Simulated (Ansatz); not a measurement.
# CsPbCl3 (model cell, started as cubic perovskite with Pb in the octahedra): a soft mode frozen in, part 2 of 2

Wanted: the energy along a soft mode of CsPbCl3 (model cell, started as cubic perovskite with Pb in the octahedra) and the structure at the end.

Ansatz 0.2.0; DFT LDA, scalar-relativistic, plane waves, PAW; PAW set soft_1.

So far, highest frequency on the path or at a solved wavevector (cm⁻¹): step 2 (response at finite wavevector) 280. Also lowest frequency on the path (cm⁻¹): step 2 -55.8.

## (6) Relaxing from the distorted cell

Starting from the lowest point found, all atoms and the cell are let go, so that strain and other modes of the same symmetry can join in.

The input, input.yaml:

```yaml
crystal:
  lattice:
    - [5.5203976441, 5.5203976441, 0.0]
    - [5.5203976441, 0.0, 5.5203976441]
    - [5.5203976441, 0.0, -5.5203976441]
  atoms:
    - { symbol: Cs, position: [0.0, 0.0, 0.0] }
    - { symbol: Cs, position: [0.0, 0.5, 0.5] }
    - { symbol: Pb, position: [0.5, 0.25, 0.75] }
    - { symbol: Pb, position: [0.5, 0.75, 0.25] }
    - { symbol: Cl, position: [0.4231461036, 0.0768538964, 0.0768538964] }
    - { symbol: Cl, position: [0.5768538964, 0.4231461036, 0.4231461036] }
    - { symbol: Cl, position: [0.0, 0.5384269482, -0.0384269482] }
    - { symbol: Cl, position: [0.0, -0.0384269482, 0.5384269482] }
    - { symbol: Cl, position: [0.5, -0.0384269482, 0.5384269482] }
    - { symbol: Cl, position: [0.5, 0.5384269482, -0.0384269482] }
kpoints:
  mp_grid: { grid: [8, 8, 8] }
hamiltonian:
  xc: lda
  pseudopotentials: { kind: paw, azcp: { folder: soft_1 }, xc_functional: pbe }
scf:
  occupations: { method: fixed }
output:
  forces: true
  stress: true
  eigenvalues: true
relax:
  adjacent_minimum: "off"
  f_tol: 0.002
  max_steps: 120
  cell: { stress_tol: 0.03 }
```

Run with:

```sh
ansatz run input.yaml --threads 4 --pin off --max-ram 16384MiB --backend cpu --events-out ev --progress --plain --runs-dir out
```

Numbers of over 12 decimals in the logs are rounded to 6 here.

Output:

```text
[...]
Crystal: 10 atoms, lattice volume = 336.466 Å³
Basis set: ecut = 420 eV, 6615 PW (Γ)
Bands: 54, of which v1, the nominal top of the filled ones, is band 44 counted from 1 (43 counted from 0)
Symmetry: 8 space group operations
[...]
k-points: 95 of 512
[...]
SCF iter   1: F=—  HF=-40500.112345 eV  |F-HF|=—  |Δ(HF+E_count)|=         —  Δρ=2.53e-2  dr2=5.24e0  ethr=3.10e-3  ⟨swp⟩=6.2  Hψ=19907  notcnv=0  defer=657
[...]
SCF iter   8: F=-40497.506142 eV  HF=-40497.506142 eV  |F-HF|=4.87e-10  |Δ(HF+E_count)|=   5.83e-9  Δρ=1.37e-6  dr2=1.02e-8  ethr=1.14e-10  ⟨swp⟩=19.1  Hψ=34908  notcnv=0
SCF 1 converged in 8 iterations: F = -40497.506142 eV  dr2 = 1.02e-8
[...]
relax step   1: F+E_penalty+E_count = -40497.50614193 eV  Δ(F+E_penalty+E_count) = +0.000e0 eV  max|allowed force component| = 1.119e-1 eV/Å  Δτ_max = 0.0000 Å  P = -0.539 GPa  Ω = 336.466 Å³  (8 SCF iters, dr2 threshold 1.00e-7 eV, accepted)
Crystal: 10 atoms, lattice volume = 331.300 Å³
Basis set: ecut = 420 eV, 6435 PW (Γ)
[...]
iter 1 solved again at ethr=6.70e-6 eV; its pass at ethr=3.10e-3 eV (dr2=5.89e-3 eV) is discarded
[...]
SCF iter   5: F=-40497.540445 eV  HF=-40497.540445 eV  |F-HF|=2.81e-8  |Δ(HF+E_count)|=   7.19e-7  Δρ=8.02e-6  dr2=2.66e-7  ethr=1.14e-9  ⟨swp⟩=17.3  Hψ=34921  notcnv=0
SCF 2 converged in 5 iterations: F = -40497.540445 eV  dr2 = 2.66e-7
relax step   2: F+E_penalty+E_count = -40497.54044464 eV  Δ(F+E_penalty+E_count) = -3.430e-2 eV  max|allowed force component| = 7.165e-2 eV/Å  Δτ_max = 0.0252 Å  P = -0.163 GPa  Ω = 331.300 Å³  energy of the carried Pulay correction = +3.125e-4 eV  (5 SCF iters, dr2 threshold 1.00e-6 eV, accepted)
Crystal: 10 atoms, lattice volume = 326.293 Å³
Basis set: ecut = 420 eV, 6375 PW (Γ)
[...]
SCF iter   6: F=-40497.568220 eV  HF=-40497.568220 eV  |F-HF|=1.95e-8  |Δ(HF+E_count)|=   2.29e-7  Δρ=4.45e-6  dr2=7.09e-8  ethr=3.65e-10  ⟨swp⟩=17.0  Hψ=34876  notcnv=0
SCF 3 converged in 6 iterations: F = -40497.568220 eV  dr2 = 7.09e-8
[...]
relax step   3: F+E_penalty+E_count = -40497.56821961 eV  Δ(F+E_penalty+E_count) = -2.777e-2 eV  max|allowed force component| = 3.075e-2 eV/Å  Δτ_max = 0.0757 Å  P = +0.134 GPa  Ω = 326.293 Å³  energy of the carried Pulay correction = +6.209e-4 eV  (6 SCF iters, dr2 threshold 3.21e-7 eV, accepted)
[...]
relax step   4: F+E_penalty+E_count = -40497.57170931 eV  Δ(F+E_penalty+E_count) = -3.490e-3 eV  max|allowed force component| = 7.194e-3 eV/Å  Δτ_max = 0.0398 Å  P = +0.065 GPa  Ω = 326.085 Å³  energy of the carried Pulay correction = +6.338e-4 eV  (5 SCF iters, dr2 threshold 1.92e-7 eV, accepted)
[...]
relax step   5: F+E_penalty+E_count = -40497.57204328 eV  Δ(F+E_penalty+E_count) = -3.340e-4 eV  max|allowed force component| = 3.483e-3 eV/Å  Δτ_max = 0.0071 Å  P = -0.000 GPa  Ω = 326.713 Å³  energy of the carried Pulay correction = +5.948e-4 eV  (5 SCF iters, dr2 threshold 2.96e-8 eV, accepted)
[...]
relax step   6: F+E_penalty+E_count = -40497.57206911 eV  Δ(F+E_penalty+E_count) = -2.583e-5 eV  max|allowed force component| = 6.748e-4 eV/Å  Δτ_max = 0.0044 Å  P = -0.001 GPa  Ω = 326.691 Å³  energy of the carried Pulay correction = +5.962e-4 eV  (6 SCF iters, dr2 threshold 7.58e-10 eV, accepted)
[...]
SCF iter   5: F=-40497.571521 eV  HF=-40497.571521 eV  |F-HF|=2.91e-11  |Δ(HF+E_count)|=  2.18e-11  Δρ=4.45e-8  dr2=3.47e-12  ethr=1.00e-12  ⟨swp⟩=18.6  Hψ=34132  notcnv=0
SCF 7 converged in 5 iterations: F = -40497.571521 eV  dr2 = 3.47e-12
relax step   7: F+E_penalty+E_count = -40497.57152091 eV  Δ(F+E_penalty+E_count) = +5.482e-4 eV  max|allowed force component| = 6.735e-4 eV/Å  Δτ_max = 0.0000 Å  P = -0.002 GPa  Ω = 326.691 Å³  stress off target by 2.17e-3 GPa  SCF on the basis re-selected at this cell (its energy is not comparable with the rows above)  (5 SCF iters)
basis re-selected at this cell: Δ(F+E_penalty+E_count) = +5.482e-4 eV, ΔP = -0.001 GPa vs the last step (what re-selecting the basis moved, of the pressure what is left beyond the Pulay correction that the steps carried, after the strain that the cell walked since its last selection, with what the two solves' SCF thresholds leave and, on support functions, any second-order correction that the steps lacked; it is no m [...]
SCF converged after 5 iterations
Free energy (F): -40497.571521 eV
[...]
Internal energy: -40497.571521 eV  (E = F + TS)
E sigma→0 (E₀):  -40497.571521 eV
Fermi energy:    4.241473 eV
[...]
--- Forces (eV/Å), atoms counted from 1 ---
  atom   1  Cs    -0.00041284     0.00041284    -0.00000000
  atom   2  Cs     0.00041284    -0.00041284     0.00000000
  atom   3  Pb    -0.00000000     0.00000000    -0.00000000
  atom   4  Pb    -0.00000000     0.00000000     0.00000000
  atom   5  Cl     0.00067347    -0.00067347    -0.00000000
  atom   6  Cl    -0.00067347     0.00067347     0.00000000
  atom   7  Cl     0.00000000     0.00000000    -0.00029765
  atom   8  Cl    -0.00000000    -0.00000000     0.00029765
  atom   9  Cl     0.00000000     0.00000000     0.00029765
  atom  10  Cl    -0.00000000    -0.00000000    -0.00029765
  max |Σ_I F_I| component: 2.17e-19 eV/Å
--- Stress (GPa, compression-positive) ---
       -0.001696       0.000476      -0.000000
        0.000476      -0.001696       0.000000
       -0.000000       0.000000      -0.001194
  P = ⅓ Tr σ = -0.0015 GPa (-0.015 kbar)
--- Band table (eV; the first three rows and the last of 95) ---
  k-point 0: bands = [... 40 lower, 2.0287, 2.1304, 2.1775, 4.2415, 6.2198, 6.3541, 6.3861, 7.8481, ... 6 higher]
  k-point 1: bands = [... 40 lower, 2.0277, 2.1238, 2.2157, 4.0019, 6.3525, 6.5095, 6.5977, 7.9704, ... 6 higher]
  k-point 2: bands = [... 40 lower, 2.0270, 2.1107, 2.2605, 3.4801, 6.7207, 6.8781, 7.1193, 8.2781, ... 6 higher]
  k-point 94: bands = [... 40 lower, 1.9800, 1.9800, 2.9626, 2.9626, 6.9429, 6.9429, 8.2335, 8.2335, ... 6 higher]
--- Relaxed structure (6 steps of the walk, 6 accepted, 1 SCFs on fresh bases) ---
  F+E_penalty+E_count = -40497.57152091 eV   max|allowed force component| = 6.735e-4 eV/Å   (the final SCF, on the basis selected at the relaxed cell)
  cell:  # Å, volume = 326.6911 Å³
    - [5.371069, 5.371069, 0.0]
    - [5.491042, -0.119973, 5.420074]
    - [5.491042, -0.119973, -5.420074]
  atoms:
    - { symbol: Cs, position: [0.010183, -0.010183, -0.010183] }
    - { symbol: Cs, position: [-0.010183, 0.510183, 0.510183] }
    - { symbol: Pb, position: [0.5, 0.250000, 0.750000] }
    - { symbol: Pb, position: [0.5, 0.750000, 0.250000] }
    - { symbol: Cl, position: [0.411737, 0.088263, 0.088263] }
    - { symbol: Cl, position: [0.588263, 0.411737, 0.411737] }
    - { symbol: Cl, position: [-1.734723475976807e-18, 0.550007, -0.050007] }
    - { symbol: Cl, position: [-1.734723475976807e-18, -0.050007, 0.550007] }
    - { symbol: Cl, position: [0.5, -0.050007, 0.550007] }
    - { symbol: Cl, position: [0.500000, 0.550007, -0.050007] }
```

It took 2.9 min on 4 threads of Intel Xeon Platinum 8259CL at 2.50GHz (Skylake/Cascade Lake), shared host; peak memory 1.6 GiB.

Step by step:

```
step  energy less that of the first step (eV)  largest force component (eV/Å)  pressure (GPa)  volume (Å³)
   1                                   0.0000                          0.1119           -0.54       336.47
   2                                  -0.0343                          0.0717           -0.16       331.30
   3                                  -0.0621                          0.0308            0.13       326.29
   4                                  -0.0656                          0.0072            0.07       326.09
   5                                  -0.0659                          0.0035            0.00       326.71
   6                                  -0.0659                          0.0007            0.00       326.69
  7*                                  -0.0654                          0.0007            0.00       326.69
```

Relaxation steps marked * repeat the geometry before them on a plane-wave basis chosen anew for their cell, so energy and pressure can jump there.

Forces are held to the 8 operations that the run works with; a distortion that breaks them can't arise in this run.

```
conventional cell, symmetrised  before   after  change
                         a (Å)   7.807   7.596  -2.7 %
                         b (Å)  11.041  10.840  -1.8 %
                         c (Å)   7.807   7.935  +1.6 %
              volume (Å³/atom)   33.65   32.67  -2.9 %
```

The atoms that moved most (Å, as changes of fractional coordinates times the final cell):

```csv
atom,dx,dy,dz,length
Cl8,0.000,0.000,-0.126,0.126
Cl7,0.000,0.000,0.126,0.126
Cl10,0.000,0.000,0.126,0.126
Cl9,0.000,0.000,-0.126,0.126
Cl6,-0.064,0.064,0.000,0.091
Cl5,0.064,-0.064,0.000,0.091
Cs1,-0.057,0.057,0.000,0.081
Cs2,0.057,-0.057,0.000,0.081
```

This step gave:

```
pressure          : -0.001529 GPa
gap on the k-mesh : 1.978 eV
volume per atom   : 32.67 Å³
```

The distorted start has space group Imma; the relaxation ends in Imma.

## (7) The new phase in its own primitive cell

The relaxed structure is symmetrised, reduced to its primitive cell and relaxed tightly, as its phonons need.

input.yaml, the sections that differ from step 6:

```yaml
crystal:
  lattice:
    - [-3.7979193184, 5.4200738006, 3.9675868443]
    - [3.7979193184, -5.4200738006, 3.9675868443]
    - [3.7979193184, 5.4200738006, -3.9675868443]
  atoms:
    - { symbol: Cs, position: [0.7398167321, 0.9898167321, 0.75] }
    - { symbol: Cs, position: [0.2601832679, 0.0101832679, 0.25] }
    - { symbol: Pb, position: [0.0, 0.5, 0.5] }
    - { symbol: Pb, position: [0.5, 0.5, 0.0] }
    - { symbol: Cl, position: [0.8382628499, 0.5882628499, 0.25] }
    - { symbol: Cl, position: [0.1617371501, 0.4117371501, 0.75] }
    - { symbol: Cl, position: [0.3000065769, 0.5, 0.3000065769] }
    - { symbol: Cl, position: [0.6999934231, 0.5, 0.6999934231] }
    - { symbol: Cl, position: [0.6999934231, 0.0, 0.1999934231] }
    - { symbol: Cl, position: [0.3000065769, 0.0, 0.8000065769] }
relax:
  adjacent_minimum: "off"
  f_tol: 0.001
  max_steps: 60
  cell: { stress_tol: 0.01 }
# kpoints, hamiltonian, scf, output: as in step 6
```

Output:

```text
[...]
Crystal: 10 atoms, lattice volume = 326.691 Å³
Basis set: ecut = 420 eV, 6379 PW (Γ)
Bands: 54, of which v1, the nominal top of the filled ones, is band 44 counted from 1 (43 counted from 0)
Symmetry: 8 space group operations
[...]
k-points: 95 of 512
[...]
- { symbol: Pb, position: [0.500000, 0.500000, 0.0] }
    - { symbol: Cl, position: [0.8382628499, 0.5882628499, 0.250000] }
    - { symbol: Cl, position: [0.161737, 0.4117371501, 0.75] }
    - { symbol: Cl, position: [0.300007, 0.5, 0.3000065769] }
    - { symbol: Cl, position: [0.6999934231, 0.5, 0.6999934231] }
    - { symbol: Cl, position: [0.699993, 5.551115123125783e-17, 0.199993] }
    - { symbol: Cl, position: [0.300007, -5.551115123125783e-17, 0.800007] }
[key lines of the parts left out:]
SCF converged after 6 iterations
Free energy (F): -40497.571521 eV
Fermi energy:    4.241473 eV
P = ⅓ Tr σ = -0.0015 GPa (-0.015 kbar)
```

Elapsed: 47 s, on 4 threads; peak memory 1.6 GiB; 3.1 min of CPU time.

Little changed from the start: no atom moved by 0.005 Å and no cell edge by 0.1 %.

Numbers from this step:

```
pressure           : -0.001528 GPa
direct gap on mesh : 1.978 eV
```

The largest force component left is 0.95 meV/Å and the pressure is -0.002 GPa, within the tolerances set. The cell now holds 32.67 Å³/atom.

## (8) Outcome

| Quantity | Value |
| --- | --- |
| unstable mode of the parent | q = (-0.5, -0.5, -0.5), 56i cm⁻¹ |
| depth at the lowest point sampled | 15.3 meV/atom |
| largest atomic shift at that point | 0.6 Å |
| space group reached (within 0.01 Å) | Imma |
| energy gained over the parent (first relaxation, on the mesh of the frozen mode) | 21.8 meV/atom |
| volume per atom, phase reached | 32.7 Å³ |
| gap on the k-mesh, phase reached | 1.98 eV |

**Reading.** Along this mode the structure falls into Imma, 21.8 meV/atom below the parent. At the parent's cell the well is 15.29 meV/atom deep on the steps tried, with its lowest point at a shift of 0.6 Å. That is the last step tried, so the steps alone don't bracket the bottom of the well. Relaxing atoms and cell changes the gain by +6.54 meV/atom against the lowest step (energies at zero smearing). The modes of the phase reached were not computed on this path. Of the 4 patterns followed to their end from this parent, this one ends 1.80 meV/atom above the lowest, I4/mcm. Each path keeps the symmetry of its pattern, so a lower phase may lie along a pattern not tried. Spin-orbit coupling is left out, which can matter for the heavy elements here. The PAW files were made for PBE and serve the other functionals too. The starting cell was built on a prototype and not taken from a measurement, so the phase need not exist.

[Logs are printed without paths, hosts, clocks, repeated set-up lines and the standing remarks that a program may print on its own settings, such as how far it seeks lower states.]

[Hosts, paths, dates, database ids (printed as entryN), source tags and the programs' standing remarks are cut or masked in the printed files.]
